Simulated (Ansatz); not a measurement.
SiNi2: input, output and frames of a trajectory

The calculation used DFT PBE, scalar-relativistic, plane waves, PAW in Ansatz. Settings: plane waves to 420 eV, k-mesh 3×3×2 (shifted by 0.0, 0.0, 0.5 steps), Fermi–Dirac smearing 0.05 eV. The mesh is coarse. No spin polarisation. A magnetic state may lie lower.

36 atoms, starting at 1.05 times the perfect crystal's volume (space group P6_3/mmc); Langevin thermostat at 500 K (friction 0.02 fs⁻¹), fixed cell; 30 steps of 3 fs. The run is short and not equilibrated.

The run converged.

It took 28 min on 4 threads of Arm Neoverse V1, on a shared host, peak memory 3.1 GiB.

Command:
```bash
ansatz run input.yaml --threads 4 --pin off --max-ram 9216MiB --backend cpu --events-out ev --progress --plain --runs-dir out
```

Input:
```yaml
crystal:
  lattice:
    - [5.9641014385, -3.443375571, 0.0]
    - [-5.9641014385, -3.443375571, 0.0]
    - [0.0, 0.0, -10.1465877018]
  atoms:
    - { symbol: Si, position: [0.0, 0.3333333333, 0.125] }
    - { symbol: Si, position: [0.0, 0.3333333333, 0.625] }
    - { symbol: Si, position: [0.3333333333, 0.0, 0.125] }
    - { symbol: Si, position: [0.3333333333, 0.0, 0.625] }
    - { symbol: Si, position: [0.6666666667, 0.6666666667, 0.125] }
    - { symbol: Si, position: [0.6666666667, 0.6666666667, 0.625] }
    - { symbol: Si, position: [0.3333333333, 0.3333333333, 0.375] }
    - { symbol: Si, position: [0.3333333333, 0.3333333333, 0.875] }
    - { symbol: Si, position: [0.6666666667, 1.0, 0.375] }
    - { symbol: Si, position: [0.6666666667, 1.0, 0.875] }
    - { symbol: Si, position: [0.0, 0.6666666667, 0.375] }
    - { symbol: Si, position: [0.0, 0.6666666667, 0.875] }
    - { symbol: Ni, position: [0.6666666667, 0.3333333333, 0.5] }
    - { symbol: Ni, position: [0.6666666667, 0.3333333333, 1.0] }
    - { symbol: Ni, position: [0.0, 1.0, 0.5] }
    - { symbol: Ni, position: [0.0, 1.0, 1.0] }
    - { symbol: Ni, position: [0.3333333333, 0.6666666667, 0.5] }
    - { symbol: Ni, position: [0.3333333333, 0.6666666667, 1.0] }
    - { symbol: Ni, position: [0.3333333333, 0.6666666667, 0.25] }
    - { symbol: Ni, position: [0.3333333333, 0.6666666667, 0.75] }
    - { symbol: Ni, position: [0.6666666667, 0.3333333333, 0.25] }
    - { symbol: Ni, position: [0.6666666667, 0.3333333333, 0.75] }
    - { symbol: Ni, position: [1.0, 1.0, 0.25] }
    - { symbol: Ni, position: [1.0, 1.0, 0.75] }
    - { symbol: Ni, position: [0.0, 0.3333333333, 0.375] }
    - { symbol: Ni, position: [0.0, 0.3333333333, 0.875] }
    - { symbol: Ni, position: [0.3333333333, 0.0, 0.375] }
    - { symbol: Ni, position: [0.3333333333, 0.0, 0.875] }
    - { symbol: Ni, position: [0.6666666667, 0.6666666667, 0.375] }
    - { symbol: Ni, position: [0.6666666667, 0.6666666667, 0.875] }
    - { symbol: Ni, position: [0.3333333333, 0.3333333333, 0.125] }
    - { symbol: Ni, position: [0.3333333333, 0.3333333333, 0.625] }
    - { symbol: Ni, position: [0.6666666667, 1.0, 0.125] }
    - { symbol: Ni, position: [0.6666666667, 1.0, 0.625] }
    - { symbol: Ni, position: [0.0, 0.6666666667, 0.125] }
    - { symbol: Ni, position: [0.0, 0.6666666667, 0.625] }
basis:
  ecutwfc: 420
kpoints:
  mp_grid: { grid: [3, 3, 2], shift: [0.0, 0.0, 0.5] }
hamiltonian:
  xc: pbe
scf:
  occupations: { method: fermi_dirac, width: 0.05 }
  lower_state_search: "off"
  convergence: { dr2_threshold: 1.0e-07 }
output:
  forces: true
  stress: true
md:
  timestep: 3.0
  n_steps: 30
  ensemble: nvt_langevin
  temperature: 500.0
  initial_velocities: maxwell_boltzmann
  seed: 47546
  friction: 0.02
```

Output (its end):
```
...
  atom   3  Si    -0.25836905    -1.04390864    -0.41896110
  atom   4  Si     0.59223908     0.03764683     0.06494372
  atom   5  Si     0.67464369    -0.71829180     0.15232441
  atom   6  Si    -0.00520530     0.33102891    -0.15607695
  atom   7  Si    -0.67053286     0.89807845     0.37322172
  atom   8  Si     1.02375386    -0.29736637    -0.17917916
  atom   9  Si     0.65496600     0.97601372    -0.17940305
  atom  10  Si    -1.13670822     0.66191806    -0.02702220
  atom  11  Si    -0.78584254    -0.18139870     0.22527759
  atom  12  Si     0.28498046    -0.25699086    -0.73642745
  atom  13  Ni    -0.08360331    -0.38791411     0.30570756
  atom  14  Ni     0.47028203    -0.07498190     0.21608216
  atom  15  Ni    -0.13248035    -0.71644320     0.66039433
  atom  16  Ni     0.34694343    -0.16220188     1.27129044
  atom  17  Ni    -0.77695208    -0.06800028     0.13611628
  atom  18  Ni     0.36977416     0.08705492    -0.75626482
  atom  19  Ni     0.11551083     0.13972218    -0.06952091
  atom  20  Ni     0.13258496     0.55444227    -0.52516730
  atom  21  Ni    -0.88287687    -0.63222756    -0.43879675
  atom  22  Ni     0.40445389    -0.12347666    -0.81085662
  atom  23  Ni     0.47484704     0.26451925    -0.27344432
  atom  24  Ni     0.36045148    -0.21587027    -0.77953736
  atom  25  Ni     0.49449358    -0.92350014    -0.48207342
  atom  26  Ni    -1.16434591     0.28311754     0.14210329
  atom  27  Ni     0.06881165     0.85396619    -0.07029622
  atom  28  Ni    -0.42064107     0.20882915     0.32257060
  atom  29  Ni     0.18266376    -0.89139233     0.76682907
  atom  30  Ni     0.13807871    -0.38387908    -0.11263857
  atom  31  Ni     0.27474385     0.71793864     0.27950951
  atom  32  Ni    -0.10098127    -0.25602642    -0.29762723
  atom  33  Ni    -0.43396083    -0.24186606     0.81509870
  atom  34  Ni     0.50216443    -0.31655069     0.20159913
  atom  35  Ni    -0.00125559     1.29256185    -0.32242110
  atom  36  Ni     0.57994327     0.44092078     0.39261155
  max |Σ_I F_I| component: 1.12e-5 eV/Å
--- Stress (GPa, compression-positive) ---
       -7.079242       0.773480       0.055736
        0.773480      -5.848647      -0.322511
        0.055736      -0.322511      -4.413344
  P = ⅓ Tr σ = -5.7804 GPa (-57.804 kbar)
--- MD trajectory: 30 steps, t = 0.0 → 90.0 fs ---
  final state: T = 436.9 K   F+E_penalty+E_count = -147798.64039119 eV   E_kin = 2.033035 eV
```

Frames along the run (Å, eV/Å; dE is the potential energy from the first frame):

```xyz
36
Lattice="5.964 -3.443 0.000 -5.964 -3.443 0.000 0.000 0.000 -10.147" Properties=species:S:1:pos:R:3:forces:R:3 pbc="T T T" time_fs=0.00 dE_eV=0.0000 T_K=486
Si   -1.988   -1.148   -1.268    0.000    0.000    0.000
Si   -1.988   -1.148   -6.342    0.000    0.000    0.000
Si    1.988   -1.148   -1.268    0.000    0.000    0.000
Si    1.988   -1.148   -6.342    0.000    0.000    0.000
Si    0.000   -4.591   -1.268    0.000    0.000    0.000
Si    0.000   -4.591   -6.342    0.000    0.000    0.000
Si    0.000   -2.296   -3.805    0.000    0.000    0.000
Si    0.000   -2.296   -8.878    0.000    0.000    0.000
Si   -1.988   -5.739   -3.805    0.000    0.000    0.000
Si   -1.988   -5.739   -8.878    0.000    0.000    0.000
Si   -3.976   -2.296   -3.805    0.000    0.000    0.000
Si   -3.976   -2.296   -8.878    0.000    0.000    0.000
Ni    1.988   -3.443   -5.073    0.000    0.000    0.000
Ni    1.988   -3.443  -10.147    0.000    0.000    0.000
Ni   -5.964   -3.443   -5.073    0.000    0.000    0.000
Ni   -5.964   -3.443  -10.147    0.000    0.000    0.000
Ni   -1.988   -3.443   -5.073    0.000    0.000    0.000
Ni   -1.988   -3.443  -10.147    0.000    0.000    0.000
Ni   -1.988   -3.443   -2.537    0.000    0.000    0.000
Ni   -1.988   -3.443   -7.610    0.000    0.000    0.000
Ni    1.988   -3.443   -2.537    0.000    0.000    0.000
Ni    1.988   -3.443   -7.610    0.000    0.000    0.000
Ni    0.000   -6.887   -2.537    0.000    0.000    0.000
Ni    0.000   -6.887   -7.610    0.000    0.000    0.000
Ni   -1.988   -1.148   -3.805    0.000    0.000    0.000
Ni   -1.988   -1.148   -8.878    0.000    0.000    0.000
Ni    1.988   -1.148   -3.805    0.000    0.000    0.000
Ni    1.988   -1.148   -8.878    0.000    0.000    0.000
Ni    0.000   -4.591   -3.805    0.000    0.000    0.000
Ni    0.000   -4.591   -8.878    0.000    0.000    0.000
Ni    0.000   -2.296   -1.268    0.000    0.000    0.000
Ni    0.000   -2.296   -6.342    0.000    0.000    0.000
Ni   -1.988   -5.739   -1.268    0.000    0.000    0.000
Ni   -1.988   -5.739   -6.342    0.000    0.000    0.000
Ni   -3.976   -2.296   -1.268    0.000    0.000    0.000
Ni   -3.976   -2.296   -6.342    0.000    0.000    0.000
36
Lattice="5.964 -3.443 0.000 -5.964 -3.443 0.000 0.000 0.000 -10.147" Properties=species:S:1:pos:R:3:forces:R:3 pbc="T T T" time_fs=18.00 dE_eV=0.8650 T_K=329
Si   -1.948   -1.094   -1.266   -0.814    0.045   -0.079
Si   -1.933   -1.203   -6.284   -0.179    0.592   -0.190
Si    1.939   -1.283   -1.204    0.195    0.878   -0.192
Si    1.994   -1.215   -6.342    0.543    0.800    0.159
Si   -0.009   -4.569   -1.273    0.579    0.060   -0.058
Si   -0.019   -4.660   -6.498    0.481    0.731    0.655
Si   -0.013   -2.295   -3.793    0.185    0.100   -0.091
Si   -0.036   -2.334   -8.835   -0.171   -0.059   -0.155
Si   -1.851   -5.682   -3.659   -1.190   -0.595   -0.509
Si   -1.940   -5.770   -8.911   -0.730    0.262    0.264
Si   -4.075   -2.253   -3.792    1.259   -0.791   -0.027
Si   -4.004   -2.367   -8.912    0.351    0.272    0.207
Ni    1.962   -3.474   -5.080    0.074    0.291   -0.187
Ni    2.021   -3.471  -10.119   -0.259    0.126   -0.633
Ni   -5.961   -3.362   -5.120    0.151   -0.373    0.373
Ni   -6.011   -3.430  -10.124    0.204   -0.074   -0.309
Ni   -1.987   -3.394   -5.110    0.098   -0.330    0.383
Ni   -2.025   -3.371  -10.099    0.157   -0.525   -0.057
Ni   -1.932   -3.391   -2.571   -0.209   -0.197    0.179
Ni   -1.974   -3.494   -7.548   -0.126    0.110   -0.588
Ni    2.029   -3.419   -2.555   -0.027   -0.079    0.388
Ni    1.907   -3.472   -7.681    0.465    0.060    0.680
Ni   -0.004   -6.880   -2.534    0.033   -0.122   -0.038
Ni    0.033   -6.941   -7.634   -0.161    0.082    0.250
Ni   -2.023   -1.185   -3.868    0.091    0.635    0.216
Ni   -2.003   -1.133   -8.928   -0.124   -0.428    0.487
Ni    1.997   -1.137   -3.768    0.207    0.030   -0.117
Ni    1.931   -1.200   -8.891    0.654   -0.057   -0.041
Ni    0.050   -4.594   -3.814   -0.536    0.942   -0.014
Ni   -0.002   -4.648   -8.831   -0.035    0.342   -0.549
Ni   -0.083   -2.285   -1.243    0.640   -0.309    0.036
Ni    0.061   -2.265   -6.375   -0.428   -0.740    0.242
Ni   -1.943   -5.674   -1.245   -0.483   -0.174   -0.011
Ni   -1.946   -5.724   -6.294   -0.752   -0.766   -0.031
Ni   -3.967   -2.311   -1.182   -0.037   -0.184   -0.471
Ni   -3.945   -2.255   -6.351   -0.104   -0.554   -0.170
36
Lattice="5.964 -3.443 0.000 -5.964 -3.443 0.000 0.000 0.000 -10.147" Properties=species:S:1:pos:R:3:forces:R:3 pbc="T T T" time_fs=36.00 dE_eV=1.5004 T_K=336
Si   -1.962   -1.042   -1.233   -0.558   -0.717   -0.348
Si   -1.940   -1.223   -6.256    0.262    0.807   -0.383
Si    1.909   -1.295   -1.107    0.684    0.815   -0.581
Si    1.988   -1.140   -6.311    0.764    0.500    0.225
Si    0.021   -4.522   -1.298    0.481   -0.521   -0.127
Si    0.005   -4.682   -6.542    0.135    0.744    0.930
Si    0.036   -2.267   -3.814   -0.309   -0.052   -0.012
Si   -0.015   -2.343   -8.782   -0.577    0.087   -0.492
Si   -1.795   -5.664   -3.641   -1.715   -0.687   -0.480
Si   -1.963   -5.765   -8.913   -0.303    0.436    0.385
Si   -4.034   -2.264   -3.804    0.634   -0.535    0.077
Si   -3.967   -2.400   -8.954   -0.088    0.552    0.517
Ni    1.976   -3.484   -5.081   -0.028    0.450   -0.120
Ni    2.040   -3.490  -10.120   -0.426    0.034   -0.672
Ni   -5.902   -3.290   -5.130    0.061   -0.779    0.398
Ni   -6.052   -3.450  -10.141    0.755    0.136   -0.125
Ni   -1.949   -3.334   -5.106    0.048   -0.552    0.219
Ni   -2.083   -3.320  -10.070    0.536   -0.842   -0.258
Ni   -1.929   -3.382   -2.584   -0.026   -0.197    0.377
Ni   -1.964   -3.616   -7.543   -0.301    0.506   -0.533
Ni    2.110   -3.385   -2.546   -0.192   -0.218    0.350
Ni    1.888   -3.462   -7.681    0.957   -0.181    0.617
Ni   -0.045   -6.896   -2.528    0.118   -0.101   -0.147
Ni    0.017   -6.947   -7.663   -0.119    0.163    0.432
Ni   -2.044   -1.205   -3.894    0.619    1.046    0.429
Ni   -1.973   -1.100   -8.983   -0.307   -0.736    0.944
Ni    1.972   -1.116   -3.695    0.654   -0.018   -0.227
Ni    1.941   -1.246   -8.890    0.505    0.360    0.110
Ni    0.059   -4.570   -3.839    0.065    0.992    0.181
Ni    0.001   -4.620   -8.805    0.044   -0.270   -1.086
Ni   -0.064   -2.308   -1.201    0.012    0.066   -0.064
Ni    0.123   -2.274   -6.442   -1.028   -0.486    0.645
Ni   -1.905   -5.680   -1.213   -0.698    0.620   -0.112
Ni   -1.954   -5.696   -6.198   -0.698   -0.989    0.153
Ni   -3.976   -2.356   -1.177   -0.183    0.153   -0.782
Ni   -3.950   -2.238   -6.352    0.221   -0.586   -0.442
36
Lattice="5.964 -3.443 0.000 -5.964 -3.443 0.000 0.000 0.000 -10.147" Properties=species:S:1:pos:R:3:forces:R:3 pbc="T T T" time_fs=54.00 dE_eV=1.6472 T_K=382
Si   -2.047   -1.072   -1.242    0.301   -0.585   -0.275
Si   -1.887   -1.211   -6.261   -0.071    0.913   -0.402
Si    1.903   -1.271   -1.015    0.996    0.800   -1.030
Si    1.966   -1.056   -6.315    0.851   -0.171    0.243
Si    0.101   -4.491   -1.328   -0.290   -0.773   -0.177
Si    0.042   -4.672   -6.475   -0.219    0.680    0.389
Si    0.057   -2.255   -3.850   -0.445   -0.061    0.137
Si   -0.016   -2.328   -8.739   -0.488    0.536   -0.846
Si   -1.830   -5.712   -3.754   -1.287   -0.118    0.153
Si   -1.956   -5.767   -8.884    0.267    0.593    0.165
Si   -3.936   -2.308   -3.825   -0.364    0.162    0.100
Si   -3.914   -2.332   -8.938   -0.557    0.079    0.455
Ni    1.985   -3.454   -5.092   -0.046    0.256    0.250
Ni    2.013   -3.477  -10.164   -0.169   -0.196   -0.008
Ni   -5.852   -3.241   -5.147   -0.093   -1.058    0.345
Ni   -6.080   -3.437  -10.187    0.913    0.204    0.060
Ni   -1.893   -3.250   -5.107   -0.022   -0.722    0.240
Ni   -2.119   -3.310  -10.025    0.611   -0.785   -0.670
Ni   -1.970   -3.413   -2.578    0.328    0.000    0.419
Ni   -1.943   -3.663   -7.528   -0.245    0.608   -0.553
Ni    2.177   -3.392   -2.482   -0.572   -0.178   -0.377
Ni    1.936   -3.419   -7.654    1.071   -0.568    0.333
Ni   -0.075   -6.934   -2.573    0.064    0.069    0.076
Ni   -0.006   -6.933   -7.719    0.059    0.290    0.686
Ni   -2.027   -1.163   -3.862    0.736    0.733    0.221
Ni   -1.947   -1.091   -8.988   -0.442   -0.556    0.807
Ni    1.971   -1.101   -3.628    0.651   -0.456   -0.299
Ni    1.993   -1.290   -8.877    0.033    1.063    0.331
Ni    0.044   -4.554   -3.881    0.484    0.510    0.456
Ni    0.041   -4.525   -8.825   -0.154   -1.185   -0.723
Ni   -0.025   -2.301   -1.179   -0.794    0.165   -0.189
Ni    0.154   -2.282   -6.471   -0.977   -0.253    0.864
Ni   -1.893   -5.671   -1.237   -0.397    0.777   -0.048
Ni   -1.990   -5.666   -6.141   -0.360   -0.921    0.041
Ni   -4.011   -2.370   -1.227   -0.003   -0.054   -0.559
Ni   -3.937   -2.259   -6.361    0.627    0.199   -0.613
36
Lattice="5.964 -3.443 0.000 -5.964 -3.443 0.000 0.000 0.000 -10.147" Properties=species:S:1:pos:R:3:forces:R:3 pbc="T T T" time_fs=72.00 dE_eV=1.6824 T_K=454
Si   -2.069   -1.144   -1.247    0.326    0.109   -0.142
Si   -1.788   -1.132   -6.326   -1.035    0.649    0.000
Si    1.909   -1.169   -0.968    0.537   -0.132   -1.145
Si    1.961   -1.037   -6.292    0.590   -0.108    0.103
Si    0.030   -4.489   -1.380    0.217   -0.738    0.026
Si    0.045   -4.633   -6.364   -0.218    0.582   -0.255
Si    0.073   -2.302   -3.853   -0.437    0.495    0.335
Si   -0.095   -2.251   -8.768    1.004    0.129   -0.418
Si   -1.955   -5.734   -3.794   -0.207    0.375    0.319
Si   -1.885   -5.798   -8.897    0.049    1.017    0.049
Si   -3.827   -2.285   -3.864   -1.402   -0.230    0.173
Si   -3.914   -2.273   -8.826   -0.500   -0.156   -0.046
Ni    1.985   -3.396   -5.067   -0.001    0.042    0.402
Ni    1.966   -3.470  -10.191    0.170   -0.206    0.556
Ni   -5.800   -3.231   -5.141   -0.292   -1.115    0.307
Ni   -6.046   -3.393  -10.253    0.365    0.086    0.646
Ni   -1.809   -3.209   -5.082   -0.391   -0.455   -0.070
Ni   -2.149   -3.350  -10.013    0.534   -0.190   -0.755
Ni   -1.973   -3.415   -2.570    0.345    0.101    0.299
Ni   -1.944   -3.653   -7.520   -0.090    0.676   -0.452
Ni    2.168   -3.386   -2.425   -0.781   -0.246   -0.913
Ni    1.986   -3.392   -7.587    0.659   -0.496   -0.197
Ni   -0.121   -6.962   -2.605    0.190    0.260    0.164
Ni   -0.026   -6.852   -7.677    0.230    0.144    0.169
Ni   -2.023   -1.128   -3.804    1.141    0.520   -0.159
Ni   -1.924   -1.100   -8.944   -1.114   -0.169    0.303
Ni    1.971   -1.100   -3.610    0.361   -0.182   -0.200
Ni    2.084   -1.288   -8.871   -0.729    0.678    0.703
Ni    0.038   -4.550   -3.952    0.232   -0.271    0.854
Ni    0.035   -4.443   -8.849    0.058   -1.255   -0.289
Ni   -0.037   -2.299   -1.202   -0.356    0.377   -0.036
Ni    0.130   -2.249   -6.429   -0.236   -0.452    0.195
Ni   -1.926   -5.629   -1.318   -0.397    0.072    0.381
Ni   -2.060   -5.632   -6.130    0.438   -0.890    0.000
Ni   -4.042   -2.376   -1.282   -0.040    0.438   -0.441
Ni   -3.902   -2.249   -6.367    0.781    0.541   -0.464
36
Lattice="5.964 -3.443 0.000 -5.964 -3.443 0.000 0.000 0.000 -10.147" Properties=species:S:1:pos:R:3:forces:R:3 pbc="T T T" time_fs=90.00 dE_eV=1.8132 T_K=437
Si   -2.078   -1.194   -1.239    0.050    0.392   -0.092
Si   -1.754   -1.017   -6.418   -1.343   -0.247    0.402
Si    2.000   -1.113   -1.020   -0.258   -1.044   -0.419
Si    1.971   -1.047   -6.271    0.592    0.038    0.065
Si   -0.026   -4.494   -1.366    0.675   -0.718    0.152
Si    0.041   -4.586   -6.339   -0.005    0.331   -0.156
Si    0.089   -2.342   -3.823   -0.671    0.898    0.373
Si   -0.059   -2.217   -8.808    1.024   -0.297   -0.179
Si   -2.045   -5.764   -3.753    0.655    0.976   -0.179
Si   -1.794   -5.770   -8.911   -1.137    0.662   -0.027
Si   -3.844   -2.268   -3.886   -0.786   -0.181    0.225
Si   -3.995   -2.241   -8.707    0.285   -0.257   -0.736
Ni    1.997   -3.324   -5.025   -0.084   -0.388    0.306
Ni    1.901   -3.457  -10.151    0.470   -0.075    0.216
Ni   -5.773   -3.272   -5.138   -0.132   -0.716    0.660
Ni   -6.052   -3.353  -10.315    0.347   -0.162    1.271
Ni   -1.776   -3.217   -5.085   -0.777   -0.068    0.136
Ni   -2.161   -3.382  -10.003    0.370    0.087   -0.756
Ni   -1.961   -3.408   -2.549    0.116    0.140   -0.070
Ni   -1.949   -3.613   -7.511    0.133    0.554   -0.525
Ni    2.144   -3.361   -2.433   -0.883   -0.632   -0.439
Ni    2.002   -3.413   -7.494    0.404   -0.123   -0.811
Ni   -0.136   -6.959   -2.584    0.475    0.265   -0.273
Ni   -0.062   -6.723   -7.567    0.360   -0.216   -0.780
Ni   -1.983   -1.059   -3.780    0.494   -0.924   -0.482
Ni   -1.918   -1.125   -8.918   -1.164    0.283    0.142
Ni    1.982   -1.154   -3.631    0.069    0.854   -0.070
Ni    2.061   -1.233   -8.808   -0.421    0.209    0.323
Ni    0.010   -4.545   -3.952    0.183   -0.891    0.767
Ni    0.026   -4.462   -8.882    0.138   -0.384   -0.113
Ni   -0.050   -2.303   -1.270    0.275    0.718    0.280
Ni    0.109   -2.229   -6.359   -0.101   -0.256   -0.298
Ni   -1.941   -5.635   -1.387   -0.434   -0.242    0.815
Ni   -2.045   -5.641   -6.143    0.502   -0.317    0.202
Ni   -4.062   -2.418   -1.399   -0.001    1.293   -0.322
Ni   -3.859   -2.235   -6.411    0.580    0.441    0.393
```